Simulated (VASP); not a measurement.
**Bi under changes of volume**

One of the cells (33.872 Å³/atom); the others are scaled copies at fixed shape and fractional positions:

```
Bi
1.0
     2.24245    1.29468    3.88899
    -2.24245    1.29468    3.88899
     0.00000   -2.58936    3.88899
Bi
2
Direct
  0.76455 0.76455 0.76455
  0.23545 0.23545 0.23545
```

```yaml
Program: VASP 6.6.1
Functional: LDA
Potentials_or_basis: VASP PAW LDA potentials, release 64 (Bi_d)
Cutoff: 520 eV
k_mesh: 6 × 6 × 6
Occupations: gaussian, width 0.02 eV
Spin: no spin polarisation
```

```csv
volume (Å³/atom),energy over the lowest point (meV/atom),pressure (GPa),largest force (eV/Å)
32.517,?,?,?
33.195,2.50,1.1,0.077
33.872,0.00,0.0,0.009
34.550,2.06,-1.1,0.091
35.227,8.24,-2.0,0.167
```

**Question.** What does the run at 32.517 Å³/atom give?

**Answer.** Energy over the lowest point 10.14 meV/atom; pressure 2.4 GPa; largest force 0.170 eV/Å.

Worked out: A Birch-Murnaghan fit of order 2 (a polynomial in V^(-2/3)) to the other rows has its minimum at 33.89 Å³/atom with B0 = V·E''(V) = 54 GPa at fixed shape and positions, which overstates the stiffness. It gives 10.05 meV/atom at 32.517 Å³/atom, against the run's 10.14, and -dE/dV = 2.4 GPa, against 2.4.

Energies are extrapolated to zero smearing.
